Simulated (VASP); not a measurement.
# BaS (Fm-3m) in VASP: further runs

BaS is run at these levels: LDA, PBE; tasks: single point.

Program: VASP 6.6.1. These are calculated values, not measurements. Logs are shortened: lines on timing, memory, paths and dates and some standing lists are left out, and cuts for length are marked.

**Experimental background.**

A printed reference work, monograph, original work of 1988 reports, for a bulk crystal of BaS at 2 K: band gap 3.806 eV (indirect).

The runs below are set against these values where they give the same quantity.

### Step 1. The cell of the first run

It takes space group Fm-3m (No. 225, cubic). Conventional cell: a = 6.388 Å, b = 6.388 Å, c = 6.388 Å, α = 90.00°, β = 90.00°, γ = 90.00°. Ba (site symmetry m-3m) has 6 S at 3.19 Å within 4.2 Å. S (site symmetry m-3m) has 6 Ba at 3.19 Å within 4.2 Å.

### Step 2. Single point, LDA, non-collinear spin, zero start, spin-orbit coupling

The input, INCAR:

```
PREC = Accurate ; ENCUT = 520
EDIFF = 1E-6 ; ISMEAR = -1
SIGMA = 0.05 ; LREAL = False
LASPH = True ; NELM = 150
ALGO = Normal ; ISIF = 2
LWAVE = False ; LCHARG = False
LNONCOLLINEAR = True ; MAGMOM = 0 0 0 0 0 0
LORBIT = 11 ; LSORBIT = True
GGA_COMPAT = False ; LORBMOM = True
NBANDS = 28
```

The input, KPOINTS:

```
regular mesh
0
Gamma
  5 5 5
```

The input, POSCAR:

```
BaS
1.0
    0.0000000000      3.1937500000      3.1937500000
    3.1937500000      0.0000000000      3.1937500000
    3.1937500000      3.1937500000      0.0000000000
Ba S
1 1
Direct
    0.0000000000      0.0000000000      0.0000000000
    0.5000000000      0.5000000000      0.5000000000
```

Potentials or basis: VASP PAW LDA potentials, release 64 (Ba_sv, S).

Run with:

```
cat potpaw_LDA.64/Ba_sv/POTCAR potpaw_LDA.64/S/POTCAR > POTCAR
mpirun -np 1 vasp_ncl > vasp.out
```

OUTCAR:

```text
PREC = Accurate
   ENCUT = 520
   EDIFF = 1E-6
   ISMEAR = -1
   LREAL = False
   LASPH = True
   NELM = 150
   ISIF = 2
   LNONCOLLINEAR = True
   LORBIT = 11
   LSORBIT = True

 ion  position               nearest neighbor table
   1  0.000  0.000  0.000-   2 3.19   2 3.19   2 3.19   2 3.19   2 3.19   2 3.19
   2  0.500  0.500  0.500-   1 3.19   1 3.19   1 3.19   1 3.19   1 3.19   1 3.19

  LATTYP: Found a face centered cubic cell.
 ALAT       =     6.3875000000

  Lattice vectors:

 A1 = (   0.0000000000,   3.1937500000,   3.1937500000)
 A2 = (   3.1937500000,   0.0000000000,   3.1937500000)
 A3 = (   3.1937500000,   3.1937500000,   0.0000000000)

Analysis of symmetry for initial positions (statically):
=====================================================================
 Subroutine PRICEL returns:
 Original cell was already a primitive cell.

 Routine SETGRP: Setting up the symmetry group for a
 face centered cubic supercell.

 Subroutine GETGRP returns: Found 48 space group operations
 (whereof 48 operations were pure point group operations)
 out of a pool of 48 trial point group operations.

The static configuration has the point symmetry O_h .

Analysis of symmetry for dynamics (positions and initial velocities):
=====================================================================
 Subroutine PRICEL returns:
 Original cell was already a primitive cell.

 Routine SETGRP: Setting up the symmetry group for a
 face centered cubic supercell.

 Subroutine GETGRP returns: Found 48 space group operations
 (whereof 48 operations were pure point group operations)
 out of a pool of 48 trial point group operations.

The dynamic configuration has the point symmetry O_h .

Analysis of structural, dynamic, and magnetic symmetry:
=====================================================================
 Subroutine PRICEL returns:
 Original cell was already a primitive cell.

 Routine SETGRP: Setting up the symmetry group for a
 face centered cubic supercell.

 Subroutine GETGRP returns: Found 48 space group operations
 (whereof 48 operations were pure point group operations)
 out of a pool of 48 trial point group operations.

The overall configuration has the point symmetry O_h .

 Subroutine INISYM returns: Found 48 space group operations
 (whereof 48 operations are pure point group operations),
 and found     1 'primitive' translations

----------------------------------------------------------------------------------------

[... 471 lines left out ...]
    total drift:                                0.000000      0.000000      0.000000

  FREE ENERGIE OF THE ION-ELECTRON SYSTEM (eV)
  ---------------------------------------------------
  free  energy   TOTEN  =       -11.3635591493 eV

  energy  without entropy=      -11.3635591489  energy(sigma->0) =      -11.36355915

 orbital moment (x)

 # of ion     p       d       tot
 ----------------------------------------
  1         0.000  -0.000  -0.000
  2         0.000   0.000   0.000
 ----------------------------------------
            0.000  -0.000  -0.000

 orbital moment (y)

 # of ion     p       d       tot
 ----------------------------------------
  1         0.000   0.000   0.000
  2         0.000   0.000   0.000
 ----------------------------------------
            0.000   0.000   0.000

 orbital moment (z)

 # of ion     p       d       tot
 ----------------------------------------
  1         0.000   0.000   0.000
  2         0.000   0.000   0.000
 ----------------------------------------
            0.000   0.000   0.000

 Spin-Orbit-Coupling matrix elements

 Ion:    1  E_soc:     -0.4078802
 l=   1
     0.0000000    -0.0677679    -0.0677679
    -0.0677679     0.0000000    -0.0677679
    -0.0677679    -0.0677679     0.0000000
 l=   2
     0.0000000    -0.0000147     0.0000000    -0.0000147    -0.0001974
    -0.0000147     0.0000000    -0.0001481    -0.0000147    -0.0000494
     0.0000000    -0.0001481     0.0000000    -0.0001481     0.0000000
    -0.0000147    -0.0000147    -0.0001481     0.0000000    -0.0000494
    -0.0001974    -0.0000494     0.0000000    -0.0000494     0.0000000
 l=   3
     0.0000000     0.0000000     0.0000000     0.0000000     0.0000000     0.0000000     0.0000000
     0.0000000     0.0000000     0.0000000     0.0000000     0.0000000     0.0000000     0.0000000
     0.0000000     0.0000000     0.0000000     0.0000000     0.0000000     0.0000000     0.0000000
     0.0000000     0.0000000     0.0000000     0.0000000     0.0000000     0.0000000     0.0000000
     0.0000000     0.0000000     0.0000000     0.0000000     0.0000000     0.0000000     0.0000000
     0.0000000     0.0000000     0.0000000     0.0000000     0.0000000     0.0000000     0.0000000
     0.0000000     0.0000000     0.0000000     0.0000000     0.0000000     0.0000000     0.0000000

 Ion:    2  E_soc:     -0.0025770
 l=   1
     0.0000000    -0.0004295    -0.0004295
    -0.0004295     0.0000000    -0.0004295
    -0.0004295    -0.0004295     0.0000000
 l=   2
     0.0000000     0.0000000     0.0000000     0.0000000     0.0000000
     0.0000000     0.0000000     0.0000000     0.0000000     0.0000000
     0.0000000     0.0000000     0.0000000     0.0000000     0.0000000
     0.0000000     0.0000000     0.0000000     0.0000000     0.0000000
     0.0000000     0.0000000     0.0000000     0.0000000     0.0000000
 l=   3
     0.0000000     0.0000000     0.0000000     0.0000000     0.0000000     0.0000000     0.0000000
     0.0000000     0.0000000     0.0000000     0.0000000     0.0000000     0.0000000     0.0000000
     0.0000000     0.0000000     0.0000000     0.0000000     0.0000000     0.0000000     0.0000000
     0.0000000     0.0000000     0.0000000     0.0000000     0.0000000     0.0000000     0.0000000
     0.0000000     0.0000000     0.0000000     0.0000000     0.0000000     0.0000000     0.0000000
     0.0000000     0.0000000     0.0000000     0.0000000     0.0000000     0.0000000     0.0000000
     0.0000000     0.0000000     0.0000000     0.0000000     0.0000000     0.0000000     0.0000000

 total charge

# of ion       s       p       d       tot
------------------------------------------
    1        2.010   5.603   0.286   7.899
    2        1.322   2.407   0.000   3.729
--------------------------------------------------
tot          3.332   8.009   0.286  11.627

 magnetization (x)

# of ion       s       p       d       tot
------------------------------------------
    1        0.000   0.000   0.000   0.000
    2        0.000   0.000   0.000   0.000
--------------------------------------------------
tot          0.000   0.000   0.000   0.000

 magnetization (y)

# of ion       s       p       d       tot
------------------------------------------
    1       -0.000  -0.000   0.000  -0.000
    2        0.000   0.000   0.000   0.000
--------------------------------------------------
tot          0.000  -0.000   0.000  -0.000

 magnetization (z)

# of ion       s       p       d       tot
------------------------------------------
    1       -0.000   0.000   0.000  -0.000
    2        0.000   0.000   0.000   0.000
--------------------------------------------------
tot          0.000   0.000   0.000   0.000
```

OSZICAR:

```text
N       E                     dE             d eps       ncg     rms          rms(c)
DAV:   1     0.911846135149E+02    0.91185E+02   -0.68182E+03   560   0.998E+02
DAV:   2    -0.533874651652E+01   -0.96523E+02   -0.90223E+02   728   0.194E+02
DAV:   3    -0.117032437904E+02   -0.63645E+01   -0.63115E+01   796   0.501E+01
DAV:   4    -0.118905036288E+02   -0.18726E+00   -0.18702E+00   804   0.763E+00
DAV:   5    -0.118921574278E+02   -0.16538E-02   -0.16533E-02   720   0.690E-01    0.484E+00
DAV:   6    -0.113869176495E+02    0.50524E+00   -0.75857E-01   672   0.561E+00    0.357E+00
DAV:   7    -0.113690518273E+02    0.17866E-01   -0.21689E-01   692   0.248E+00    0.171E+00
DAV:   8    -0.113649504833E+02    0.41013E-02   -0.27911E-02   620   0.976E-01    0.368E-01
DAV:   9    -0.113633831151E+02    0.15674E-02   -0.41531E-03   672   0.452E-01    0.203E-01
DAV:  10    -0.113635022644E+02   -0.11915E-03   -0.83453E-04   664   0.147E-01    0.842E-02
DAV:  11    -0.113635491454E+02   -0.46881E-04   -0.92150E-05   608   0.613E-02    0.265E-02
DAV:  12    -0.113635590019E+02   -0.98565E-05   -0.13920E-05   624   0.250E-02    0.883E-03
DAV:  13    -0.113635591493E+02   -0.14746E-06   -0.75150E-07   536   0.496E-03
   1 F= -.11363559E+02 E0= -.11363559E+02  d E =-.429055E-09  mag=     0.0000    -0.0000     0.0000
```

Wall time 23 s (1 thread of Intel Xeon 6975P-C (Granite Rapids), shared host); peak memory 0.29 GiB.

Results:

- Free energy: -11.3636 eV
- Pressure: -1.8 GPa
- Net moment: 0.00 μB per cell
- Valence electrons inside the program's atomic spheres: Ba 7.90; S 3.73

Moments on the atoms (μB; x, y, z):
```
Ba  0.00 0.00 0.00
S   0.00 0.00 0.00
```

### Step 3. Single point, PBE

This run uses another cell than the first one, of 33.88 Å³/atom, 1.040 times its volume.

The input, INCAR:

```
PREC = Accurate
ENCUT = 520
EDIFF = 1E-6
ISMEAR = -1
SIGMA = 0.05
LREAL = F
LASPH = T
NELM = 60
ALGO = Normal
ISIF = 2
LWAVE = F
LCHARG = T
GGA = PE
LELF = T
LVHAR = T
NBANDS = 15
```

The input, KPOINTS:

```
Automatic mesh
0
Gamma
  7 7 7
```

The input, POSCAR:

```
BaS
1.0
    0.0000000000      3.2357778460      3.2357778460
    3.2357778460      0.0000000000      3.2357778460
    3.2357778460      3.2357778460      0.0000000000
Ba S
1 1
Direct
    0.0000000000      0.0000000000      0.0000000000
    0.5000000000      0.5000000000      0.5000000000
```

Potentials or basis: VASP PAW PBE potentials, release 64 (Ba_sv, S).

Run with:

```
cat potpaw_PBE.64/Ba_sv/POTCAR potpaw_PBE.64/S/POTCAR > POTCAR
mpirun -np 1 vasp_std > vasp.out
```

OUTCAR:

```text
PREC = Accurate
   ENCUT = 520
   EDIFF = 1E-6
   ISMEAR = -1
   LREAL = F
   LASPH = T
   NELM = 60
   ISIF = 2
   GGA = PE

 ion  position               nearest neighbor table
   1  0.000  0.000  0.000-   2 3.24   2 3.24   2 3.24   2 3.24   2 3.24   2 3.24
   2  0.500  0.500  0.500-   1 3.24   1 3.24   1 3.24   1 3.24   1 3.24   1 3.24

  LATTYP: Found a face centered cubic cell.
 ALAT       =     6.4715556920

  Lattice vectors:

 A1 = (   0.0000000000,   3.2357778460,   3.2357778460)
[... 538 lines left out ...]

------------------------ aborting loop because EDIFF is reached ----------------------------------------

  FORCE on cell =-STRESS in cart. coord.  units (eV):
  Direction    XX          YY          ZZ          XY          YZ          ZX
  --------------------------------------------------------------------------------------
  -------------------------------------------------------------------------------------
  Total       -0.1230790     -0.1230790     -0.1230790      0.0000000      0.0000000     -0.0000000
  in kB       -2.9102373     -2.9102373     -2.9102373      0.0000000      0.0000000     -0.0000000
  external PRESSURE =      -2.9102373 kB  Pullay stress =       0.0000000 kB

 VOLUME and BASIS-vectors are now :
 -----------------------------------------------------------------------------
  energy-cutoff  :      520.00
  volume of cell :       67.76
      direct lattice vectors                 reciprocal lattice vectors
     0.000000000  3.235777846  3.235777846    -0.154522351  0.154522351  0.154522351
     3.235777846  0.000000000  3.235777846     0.154522351 -0.154522351  0.154522351
     3.235777846  3.235777846  0.000000000     0.154522351  0.154522351 -0.154522351

 POSITION                                       TOTAL-FORCE (eV/Angst)
 -----------------------------------------------------------------------------------
      0.00000      0.00000      0.00000        -0.000000     -0.000000      0.000000
      3.23578      3.23578      3.23578         0.000000      0.000000     -0.000000
 -----------------------------------------------------------------------------------
    total drift:                                0.000000      0.000000      0.000000

  FREE ENERGIE OF THE ION-ELECTRON SYSTEM (eV)
  ---------------------------------------------------
  free  energy   TOTEN  =       -10.1938380544 eV

  energy  without entropy=      -10.1938380544  energy(sigma->0) =      -10.19383805
```

Run time: 14 s. Hardware: 1 thread of Intel Xeon 6975P-C (Granite Rapids), shared host; peak memory 0.21 GiB.

What came out:

```yaml
Free_energy: -10.1938 eV
Pressure: -0.3 GPa
Band_gap_on_the_k_mesh: 2.23 eV, indirect (least direct gap 2.39 eV)
```

Levels at points of the mesh, in eV from the valence-band top:
```csv
k point,band 4,band 5,band 6,band 7,band 8,band 9,band 10,band 11,band 12,band 13
"(0.00, 0.00, 0.00)",-11.26,-10.30,0.00,0.00,0.00,3.41,3.86,3.86,3.86,4.75
```

Caveat: spin-orbit coupling is left out, which moves the levels of the heavy elements.

[end of part 1 of 2]
